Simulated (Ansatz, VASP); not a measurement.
## Te2Mo: VASP beside Ansatz

Aim: how closely do two programs agree when they are given the same cell, functional and k mesh? The cell is taken from a series of runs on this material, whose earlier steps may have relaxed, scaled, displaced or heated it; both programs get it as it stands.

Main program and level: Ansatz 0.2.0; plane waves, with VASP 6.6.1 beside it; single point at PBEsol and single point at PBEsol, spin-orbit coupling.

### 1. Set-up

The cell holds 6 atoms: 4 Te and 2 Mo. Its edges and angles: a = 3.439 Å, b = 3.439 Å, c = 43.800 Å, α = 90.0°, β = 90.0°, γ = 120.0°. It derives from Te2Mo. Vacuum lies along c.

### 2. VASP: single point, PBEsol, pair 1

A single point gives forces, pressure and levels at one fixed geometry, so differences don't come from the geometry; what else differs is listed under the comparison.

Lines of VASP's logs that name or quote its potential files are left out, and so is its time.

INCAR reads:

```
SYSTEM = Te2Mo
PREC = Accurate
ENCUT = 400
EDIFF = 1E-06
NELM = 120
ISMEAR = -1
SIGMA = 0.02
LREAL = .FALSE.
ALGO = Normal
GGA = PS
NBANDS = 32
LASPH = .TRUE.
LORBIT = 11
LWAVE = .FALSE.
LCHARG = .FALSE.
ISIF = 2
LDIPOL = .TRUE.
IDIPOL = 3
DIPOL = 0.5 0.5 0.5
LVHAR = .TRUE.
GGA_COMPAT = .FALSE.
EFERMI = MIDGAP
NELMDL = -8
KPAR = 2
```

POSCAR reads:

```
Te2Mo
1.0
    3.4390311384      0.0000000000      0.0000000000
   -1.7195155692      2.9782883303      0.0000000000
    0.0000000000      0.0000000000     43.8000000000
Te Mo
4 2
Direct
    0.3333333333      0.6666666667      0.3824154895
    0.3333333333      0.6666666667      0.4653428773
    0.6666666667      0.3333333333      0.5346571227
    0.6666666667      0.3333333333      0.6175845105
    0.6666666667      0.3333333333      0.4238373024
    0.3333333333      0.6666666667      0.5761626976
```

KPOINTS reads:

```
Automatic mesh
0
Gamma
6 6 1
0 0 0
```

Potentials, in the order of the species: Te and Mo_sv (PBE family, release 64).

Command:

```bash
$ mpirun -np 2 vasp_std
```

Numbers of over 12 decimals in the logs are rounded to 6 here.

The log of the run:

```text
[banner, memory and clock lines left out]
running    2 mpi-ranks, on    1 nodes
 distrk:  each k-point on    1 cores,    2 groups
 distr:  one band on    1 cores,    1 groups

 POSCAR found type information on POSCAR TeMo
 POSCAR found :  2 types and       6 ions
|                                                                             |
|               ----> ADVICE to this user running VASP <----                  |
|                                                                             |
|     You enforced a specific xc type in the INCAR file but a different       |
|     [... a line on the potential file left out ...]
|     I HOPE YOU KNOW WHAT YOU ARE DOING!                                     |
|                                                                             |

 LDA part: xc-table for (Slater+PW92), standard interpolation
 POSCAR, INCAR and KPOINTS ok, starting setup
 FFT: planning ... GRIDC
 FFT: planning ... GRID_SOFT
 FFT: planning ... GRID
 WAVECAR not read
 entering main loop
       N       E                     dE             d eps       ncg     rms          rms(c)
DAV:   1     0.358089678365E+03    0.35809E+03   -0.22371E+04   608   0.102E+03
DAV:   2    -0.117097356707E+02   -0.36980E+03   -0.36321E+03   616   0.253E+02
DAV:   3    -0.395971415414E+02   -0.27887E+02   -0.27585E+02   552   0.634E+01
DAV:   4    -0.406741344947E+02   -0.10770E+01   -0.10708E+01   656   0.122E+01
DAV:   5    -0.406907014889E+02   -0.16567E-01   -0.16562E-01   584   0.179E+00
DAV:   6    -0.406912175104E+02   -0.51602E-03   -0.51593E-03   656   0.250E-01
DAV:   7    -0.406912312455E+02   -0.13735E-04   -0.13734E-04   568   0.420E-02
DAV:   8    -0.406912318478E+02   -0.60229E-06   -0.60227E-06   560   0.700E-03    0.247E+01
DAV:   9    -0.396968300089E+02    0.99440E+00   -0.70057E+00   528   0.136E+01    0.931E+00
DAV:  10    -0.396984746747E+02   -0.16447E-02   -0.71222E+00   504   0.108E+01    0.634E+00
DAV:  11    -0.392388417123E+02    0.45963E+00   -0.19300E+00   528   0.620E+00    0.329E+00
DAV:  12    -0.392548436925E+02   -0.16002E-01   -0.34641E-01   576   0.257E+00    0.178E+00
DAV:  13    -0.392327553638E+02    0.22088E-01   -0.10453E-01   528   0.159E+00    0.464E-01
DAV:  14    -0.392329603984E+02   -0.20503E-03   -0.61766E-03   608   0.384E-01    0.381E-01
[...]
DAV:  22    -0.392332195408E+02   -0.47060E-04   -0.26849E-06   448   0.542E-03    0.184E-02
DAV:  23    -0.392332664198E+02   -0.46879E-04   -0.17188E-06   384   0.526E-03    0.892E-03
DAV:  24    -0.392332911098E+02   -0.24690E-04   -0.23114E-06   400   0.585E-03    0.102E-02
DAV:  25    -0.392333100402E+02   -0.18930E-04   -0.34210E-07   336   0.194E-03    0.884E-03
DAV:  26    -0.392333183780E+02   -0.83378E-05   -0.11403E-07   288   0.133E-03    0.419E-03
DAV:  27    -0.392333248034E+02   -0.64254E-05   -0.35510E-07   304   0.234E-03    0.238E-03
DAV:  28    -0.392333265017E+02   -0.16983E-05   -0.45723E-08   264   0.813E-04    0.232E-03
DAV:  29    -0.392333273363E+02   -0.83461E-06   -0.16808E-08   248   0.443E-04
   1 F= -.39233327E+02 E0= -.39233327E+02  d E =-.823445E-09
```

Parts of OUTCAR (step 2):

```text
ion  position               nearest neighbor table
   1  0.333  0.667  0.382-   5 2.69   5 2.69   5 2.69   2 3.63
   2  0.333  0.667  0.465-   5 2.69   5 2.69   5 2.69   3 3.63   3 3.63   3 3.63   1 3.63
   3  0.667  0.333  0.535-   6 2.69   6 2.69   6 2.69   2 3.63   2 3.63   2 3.63   4 3.63
   4  0.667  0.333  0.618-   6 2.69   6 2.69   6 2.69   3 3.63
   5  0.667  0.333  0.424-   1 2.69   1 2.69   1 2.69   2 2.69   2 2.69   2 2.69
   6  0.333  0.667  0.576-   4 2.69   4 2.69   4 2.69   3 2.69   3 2.69   3 2.69

  LATTYP: Found a hexagonal cell.
 ALAT       =     3.4390311384
 C/A-ratio  =    12.7361452215

 Subroutine GETGRP returns: Found 12 space group operations
 (whereof 12 operations were pure point group operations)

The static configuration has the point symmetry D_3d.

 Found      7 irreducible k-points:

   k-points           NKPTS =      7   k-points in BZ     NKDIM =      7   number of bands    NBANDS=     32

   dimension x,y,z NGX =    24 NGY =   24 NGZ =  288
   dimension x,y,z NGXF=    48 NGYF=   48 NGZF=  576

   ENCUT  =  400.0 eV  29.40 Ry    5.42 a.u.   5.61  5.61 71.43*2*pi/ulx,y,z

   NELECT =      52.0000    total number of electrons

 k-points in reciprocal lattice and weights: Automatic mesh
   0.00000000  0.00000000  0.00000000       0.028
   0.16666667 -0.00000000  0.00000000       0.167
   0.33333333 -0.00000000  0.00000000       0.167
   0.50000000  0.00000000  0.00000000       0.083
   0.16666667  0.16666667  0.00000000       0.167
   0.33333333  0.16666667  0.00000000       0.333
   0.33333333  0.33333333  0.00000000       0.056

 dipolmoment           0.000000      0.000000      0.000000 electrons x Angstroem

 average (electrostatic) potential at core
       1 -94.5069       2 -94.5420       3 -94.5420       4 -94.5069       5 -81.6786
       6 -81.6786

 E-fermi :   0.0311

 k-point     1 :       0.0000    0.0000    0.0000
  band No.  band energies     occupation
    ...
     22      -1.4188      2.00000
     23      -1.4188      2.00000
     24      -1.3866      2.00000
     25      -1.3866      2.00000
     26      -0.3239      2.00000
     27       2.6599      0.00000
     28       2.6599      0.00000
     29       2.8401      0.00000
     30       2.8401      0.00000
     31       3.0219      0.00000
    ...

 k-point     2 :       0.1667   -0.0000    0.0000
  band No.  band energies     occupation
    ...
     22      -1.8403      2.00000
     23      -1.6746      2.00000
     24      -1.4297      2.00000
     25      -1.4047      2.00000
     26      -0.7815      2.00000
     27       1.4811      0.00000
     28       1.5990      0.00000
     29       1.7875      0.00000
     30       1.9277      0.00000
     31       2.0986      0.00000
    ...

 k-point     3 :       0.3333   -0.0000    0.0000
  band No.  band energies     occupation
    ...
     22      -2.0703      2.00000
     23      -1.7975      2.00000
     24      -1.6266      2.00000
     25      -1.1944      2.00000
     26      -1.0556      2.00000
     27       0.7687      0.00000
     28       1.0925      0.00000
     29       1.1836      0.00000
     30       1.4081      0.00000
     31       1.9685      0.00000
    ...

  Total        2.8051083      2.8051083      1.9266551      0.0000000     -0.0000000      0.0000000
  in kB       10.0180516     10.0180516      6.8807790      0.0000000     -0.0000000      0.0000000
  external PRESSURE =       8.9722941 kB  Pullay stress =       0.0000000 kB

  energy-cutoff  :      400.00
  volume of cell :      448.62
      direct lattice vectors                 reciprocal lattice vectors
     3.439031138  0.000000000  0.000000000     0.290779571  0.167881664  0.000000000
    -1.719515569  2.978288330  0.000000000     0.000000000  0.335763327  0.000000000
     0.000000000  0.000000000 43.800000000     0.000000000  0.000000000  0.022831050

 POSITION                                       TOTAL-FORCE (eV/Angst)
 -----------------------------------------------------------------------------------
     -0.00000      1.98553     16.74980         0.000000     -0.000000     -0.150248
     -0.00000      1.98553     20.38202         0.000000     -0.000000     -0.006307
      1.71952      0.99276     23.41798         0.000000      0.000000      0.006307
      1.71952      0.99276     27.05020         0.000000      0.000000      0.150248
      1.71952      0.99276     18.56407        -0.000000      0.000000     -0.085754
     -0.00000      1.98553     25.23593         0.000000     -0.000000      0.085754
 -----------------------------------------------------------------------------------
    total drift:                               -0.000000      0.000000      0.000000

  FREE ENERGIE OF THE ION-ELECTRON SYSTEM (eV)
  ---------------------------------------------------
  free  energy   TOTEN  =       -39.2333273363 eV

  energy  without entropy=      -39.2333273355  energy(sigma->0) =      -39.23332734

 vacuum level on the upper side and lower side of the slab         4.261         4.261

 total charge
# of ion       s       p       d       tot
------------------------------------------
    1        1.385   1.994   0.068   3.447
    2        1.388   1.983   0.075   3.446
    3        1.388   1.983   0.075   3.446
    4        1.385   1.994   0.068   3.447
    5        2.263   6.159   4.040  12.461
    6        2.263   6.159   4.040  12.461
--------------------------------------------------
tot         10.072  20.271   8.366  38.708

[... 3 further parts left out ...]
```

### 3. Ansatz: single point, PBEsol, pair 1

Ansatz runs on its PAW soft_1 files.

The same cell, functional, mesh and smearing now go to Ansatz, which takes its cutoff from its data sets.

input.yaml reads:

```yaml
crystal:
  lattice:
    - [3.4390311384, 0.0, 0.0]
    - [-1.7195155692, 2.9782883303, 0.0]
    - [0.0, 0.0, 43.8]
  atoms:
    - { symbol: Te, position: [0.3333333333, 0.6666666667, 0.3824154895] }
    - { symbol: Mo, position: [0.6666666667, 0.3333333333, 0.4238373024] }
    - { symbol: Te, position: [0.3333333333, 0.6666666667, 0.4653428773] }
    - { symbol: Te, position: [0.6666666667, 0.3333333333, 0.5346571227] }
    - { symbol: Mo, position: [0.3333333333, 0.6666666667, 0.5761626976] }
    - { symbol: Te, position: [0.6666666667, 0.3333333333, 0.6175845105] }
  periodic: [true, true, false]
kpoints:
  mp_grid: { grid: [6, 6, 1] }
  band_path:
    path:
      - [0, 0, 0]
      - [0.5, 0, 0]
      - [0.3333333333333, 0.3333333333333, 0]
      - [0, 0, 0]
    npoints: 10
hamiltonian:
  xc: pbesol
  pseudopotentials: { kind: paw, azcp: { folder: soft_1 }, xc_functional: pbe }
scf:
  occupations: { method: fermi_dirac, width: 0.02 }
  n_extra_bands: 6
output:
  eigenvalues: true
  forces: true
  stress: true
  write_density: true
  write_potential: true
  elf: true
  volumetric_format: npy
```

Command:

```bash
$ ansatz run input.yaml --threads 2 --pin off --max-ram 73728MiB --backend cuda --events-out ev --progress --plain --runs-dir out --devices 1 --max-vram 13GiB
```

The log of the run:

```text
scf.n_extra_bands = 6 over 46 filled bands (N_el = 92.0): the run solves 52 bands
GPUs: using 1 of 1 available (devices: 1).
Engine: ansatz 0.2.0, x86_64-unknown-linux-gnu
Pseudopotentials: kind: paw
Pseudopotential: Te, paw, valence charge 16, recommended cutoff 420 eV (normal), soft_1/Te.paw.azcp
Pseudopotential: Mo, paw, valence charge 14, recommended cutoff 420 eV (normal), soft_1/Mo.paw.azcp
Functional definition: PBEsol
  exchange = pbesol_x
  correlation = pbesol_c
device memory: the entry about to start is reckoned to put 4.1 GiB on a device that reports 41.3 GiB free (of which the cap on the GPU budget leaves the run 13.0 GiB)
GPU FFT provider: cuFFT
GPU libraries: cuBLAS 13.8.2, cuFFT 12.4.0, cuSOLVER 12.3.4
Crystal: 6 atoms, lattice volume = 448.618 Å³
Basis set: ecut = 420 eV, 8715 PW (Γ), exchange–correlation on 48×48×600 points (8 copies of the dense FFT grid, shifted against one another)
Bands: 52, of which v1, the nominal top of the filled ones, is band 46 counted from 1 (45 counted from 0)
Symmetry: 12 space group operations
Space group: P-3m1 (ITA 164), of the structure as read, at distance tolerance 7.7e-5 Å
k-points: 7 of 36
Non-local potential: Te, projectors of the file, l = 0: 2, l = 1: 2, l = 2: 2, l = 3: 1
Non-local potential: Mo, projectors of the file, l = 0: 3, l = 1: 2, l = 2: 2, l = 3: 1
PAW form: soft (Blöchl's): semilocal exchange-correlation on the pseudo side does not see the compensation charge
PAW frozen core: Te, regenerated for the run's functional, and the local potential with it (the file was generated under x = pbe(κ = 0.804, μ = 0.219515), c = pbe(β = 0.066725))
PAW frozen core: Mo, regenerated for the run's functional, and the local potential with it (the file was generated under x = pbe(κ = 0.804, μ = 0.219515), c = pbe(β = 0.066725))
PAW one-centre angular grid: Te, 590 points (default); XC on 64 Gauss nodes
PAW one-centre angular grid: Mo, 590 points (default); XC on 64 Gauss nodes
Initial density: superposition of atomic densities (neutral atoms: chi_scale 0, normalization atom)
Initial wavefunctions: pseudopotential atomic-orbital guess
GPU buffer pool allocated for 172800 grid points (all kernels)
GPU transforms: local potential and band sums: pruned to the plane-wave sphere, on 24×24×300
Functional: x = pbesol(κ = 0.804, μ = 0.123457), c = pbesol(β = 0.046)
SCF iter   1: F=—  HF=-37404.383026 eV  |F-HF|=—  |Δ(HF+E_count)|=         —  Δρ=2.80e-2  dr2=4.67e0  ethr=3.10e-3  ⟨swp⟩=14.7  Hψ=2304  notcnv=0
preconditioner: auto → Resta (q_TF=auto, 2.095 Å⁻¹)  ε∞=3.3  [insulator: Δε(μ)=0.834 eV  Ē_g=6.994 eV  σ=0.020 eV  W_gap=1.00  n_scr=28 (ndim 8)  ℏωp=10.5 eV  f_vac=0.672  D(μ)=0.00/eV (n_scr^D=0)  ε∞_Penn≈3.3  vacuum switching on, ρ_ref=3.5e-3 e/Å³]
SCF iter   2: F=—  HF=-37403.325712 eV  |F-HF|=—  |Δ(HF+E_count)|=    1.06e0  Δρ=1.21e-2  dr2=2.57e0  ethr=3.10e-3  ⟨swp⟩=3.7  Hψ=766  notcnv=0  defer=10
SCF iter   3: F=—  HF=-37403.091558 eV  |F-HF|=—  |Δ(HF+E_count)|=   2.34e-1  Δρ=1.00e-2  dr2=7.43e-1  ethr=2.79e-3  ⟨swp⟩=3.6  Hψ=571  notcnv=0  defer=10
SCF iter   4: F=—  HF=-37402.986456 eV  |F-HF|=—  |Δ(HF+E_count)|=   1.05e-1  Δρ=3.28e-3  dr2=5.39e-2  ethr=8.08e-4  ⟨swp⟩=2.7  Hψ=632  notcnv=0  defer=10
SCF iter   5: F=—  HF=-37402.979034 eV  |F-HF|=—  |Δ(HF+E_count)|=   7.42e-3  Δρ=6.54e-4  dr2=4.17e-3  ethr=5.86e-5  ⟨swp⟩=4.3  Hψ=889  notcnv=0  defer=10
SCF iter   6: F=—  HF=-37402.979062 eV  |F-HF|=—  |Δ(HF+E_count)|=   2.75e-5  Δρ=3.56e-4  dr2=3.09e-3  ethr=4.53e-6  ⟨swp⟩=3.6  Hψ=634  notcnv=0  defer=10
SCF iter   7: F=—  HF=-37402.978991 eV  |F-HF|=—  |Δ(HF+E_count)|=   7.10e-5  Δρ=2.06e-4  dr2=2.35e-4  ethr=3.36e-6  ⟨swp⟩=3.1  Hψ=555  notcnv=0  defer=10
SCF iter   8: F=—  HF=-37402.978722 eV  |F-HF|=—  |Δ(HF+E_count)|=   2.69e-4  Δρ=4.47e-5  dr2=4.59e-5  ethr=2.55e-7  ⟨swp⟩=4.4  Hψ=899  notcnv=0  defer=10
SCF iter   9: F=—  HF=-37402.979192 eV  |F-HF|=—  |Δ(HF+E_count)|=   4.70e-4  Δρ=2.16e-5  dr2=5.13e-6  ethr=4.99e-8  ⟨swp⟩=2.6  Hψ=491  notcnv=0  defer=10
SCF iter  10: F=—  HF=-37402.979192 eV  |F-HF|=—  |Δ(HF+E_count)|=   5.83e-7  Δρ=4.30e-6  dr2=2.87e-7  ethr=5.58e-9  ⟨swp⟩=3.6  Hψ=796  notcnv=0  defer=10
SCF iter  11: F=-37402.979192 eV  HF=-37402.979192 eV  |F-HF|=5.14e-9  |Δ(HF+E_count)|=   4.59e-8  Δρ=1.21e-6  dr2=1.95e-8  ethr=1.09e-10  ⟨swp⟩=28.6  Hψ=4159  notcnv=0
SCF 1 converged in 11 iterations: F = -37402.979192 eV  dr2 = 1.95e-8
  greatest PAW one-centre occupation: 0.998 electrons in one spin orbital (limit 2), on the Mo atom at site 4 (counted from 0), in its partial waves of l = 0
device memory: the entry about to start is reckoned to put 2.9 GiB on a device that reports 41.2 GiB free (of which the cap on the GPU budget leaves the run 13.0 GiB)
NSCF: frozen V_eff on 31 k-points
WARN: The output density's exchange-correlation potential varies sharply where the density is thin. Do not read a vacuum level from v_tot or v_xc, or from such a field of the output density. On a cell that repeats whose density bears no net charge and no dipole along the vacuum's axis use v_es (v_loc + v_h of the components); under efield.dipole_correction with no amplitude use v_es + v_field, which holds any externa [...]
SCF converged after 11 iterations
Free energy (F): -37402.979192 eV
Harris-Foulkes:  -37402.979192 eV  (|F-HF|=5.14e-9)
Internal energy: -37402.979192 eV  (E = F + TS)
E sigma→0 (E₀):  -37402.979192 eV
Fermi energy:    -4.225286 eV
--- Per-component energies (eV) ---
  E_band       = -2725.310545
  E_kinetic    = 1543.510235
  E_local      = -508244.782238  (includes V_loc(G=0)·N_el)
  E_nonlocal   = 579.032624
  E_hartree    = 253080.101470
  E_xc         = -839.660358
  E_vxc        = -850.306119  (∫ρ·V_xc dr)
  E_paw        = -24687.136847  (= ΣΔE_a)
  E_vpaw       = -1912.994675  (= ΣTr[D̂ρ^β])
  E_aug_tail   = 0.000444  (compensation charges beyond the density's cutoff)
  E_ewald      = 241164.037632
  E_core_change = 1.917845  (= ΣΔE_core)
  E_smearing   = -0.000000  (= −TS)
  E_closure    = 0.000000  (closes the sum)
  Σ components = -37402.979192   (vs F -37402.979192, Δ=0.00e0)
--- Forces (eV/Å), atoms counted from 1 ---
  atom   1  Te    -0.00000000     0.00000000    -0.11773304
  atom   2  Mo    -0.00000000    -0.00000000    -0.08516375
  atom   3  Te     0.00000000     0.00000000    -0.03937056
  atom   4  Te     0.00000000    -0.00000000     0.03937056
  atom   5  Mo    -0.00000000     0.00000000     0.08516375
  atom   6  Te     0.00000000    -0.00000000     0.11773304
  max |Σ_I F_I| component: 3.24e-17 eV/Å
--- 2D stress c σ (N/m, compression-positive) ---
        4.498844       0.000000       0.000000
        0.000000       4.498844       0.000000
        0.000000       0.000000       0.000000
  P = ½ c Tr σ = 4.4988 N/m
--- Band table (eV; the first three rows and the last of 7) ---
  k-point 0: bands = [... 42 lower, -5.6635, -5.6310, -5.6310, -4.5846, -1.6004 (-1.6004°), -1.6004 (-1.6004°), -1.4182, -1.4182, ... 2 higher]
  k-point 1: bands = [... 42 lower, -5.9242, -5.6845, -5.6575, -5.0454, -2.7771, -2.6589, -2.4680, -2.3253, ... 2 higher]
  k-point 2: bands = [... 42 lower, -6.0456, -5.8760, -5.4425, -5.3026, -3.4843, -3.1610, -3.0701, -2.8456, ... 2 higher]
  k-point 6: bands = [... 42 lower, -6.7026, -6.7026, -5.0391, -4.8098, -3.5502, -3.5502, -3.5195, -2.7922, ... 2 higher]
  ° read free of the cell's end (the report's vacuum.weakly_bound_levels)
```

The column dr2 measures how far the density is from self-consistency, as an energy; F and HF (Harris–Foulkes) agree once it is small.

### 4. Side by side

Known differences besides the potentials themselves: Ansatz cuts the interaction across the vacuum, VASP repeats the sheet with a dipole correction; the data sets hold 92 valence electrons in Ansatz (on its PAW soft_1 files) and 52 in VASP; the cutoff is 420 eV in Ansatz and 400 eV in VASP; Ansatz makes its cores anew for this functional, VASP keeps those of its PBE data sets. Total energies have different zeros and are not compared.

Compared:

```
              quantity  Ansatz   VASP  difference
gap on the k mesh (eV)   0.754  0.747      +0.007
```

Forces (eV/Å; atoms numbered as in POSCAR):

| atom | Ansatz x, y, z | VASP x, y, z |
| --- | --- | --- |
| Te1 | 0.000, 0.000, -0.118 | 0.000, 0.000, -0.150 |
| Te2 | 0.000, 0.000, -0.039 | 0.000, 0.000, -0.006 |
| Te3 | 0.000, 0.000, 0.039 | 0.000, 0.000, 0.006 |
| Te4 | 0.000, 0.000, 0.118 | 0.000, 0.000, 0.150 |
| Mo5 | 0.000, 0.000, -0.085 | 0.000, 0.000, -0.086 |
| Mo6 | 0.000, 0.000, 0.085 | 0.000, 0.000, 0.086 |

The forces differ by 15 meV/Å r.m.s., which is 26.8 % of the r.m.s. force of 0.058 eV/Å (both taken over all components). A gap on the mesh is an upper bound, since the band edges may lie between its points. With vacuum in the cell, a pressure given here is an average over mostly empty space and none of the material.

### 5. What the set-up changes

Further runs change the set-up of one program: Ansatz's method, potentials or start, or VASP's data sets, cutoff or form of LDA. The table gives Ansatz less VASP for each quantity, since a change that brings one quantity closer may part another.

```
                                                           run  r.m.s. force difference (meV/Å)  gap on the k mesh (eV)
                                                      as above                               15                  0.0072
VASP with the data sets Te_sv_GW and Mo and a cutoff of 520 eV                               14                 -0.0052
```

[end of part 1 of 2]

[Lines on the potential files, build, host, timing and source positions are cut from VASP's logs without a mark.]

[Logs are printed without paths, hosts, clocks, repeated set-up lines and the standing remarks that a program may print on its own settings, such as how far it seeks lower states.]

[Hosts, paths, dates, database ids (printed as entryN), source tags and the programs' standing remarks are cut or masked in the printed files.]
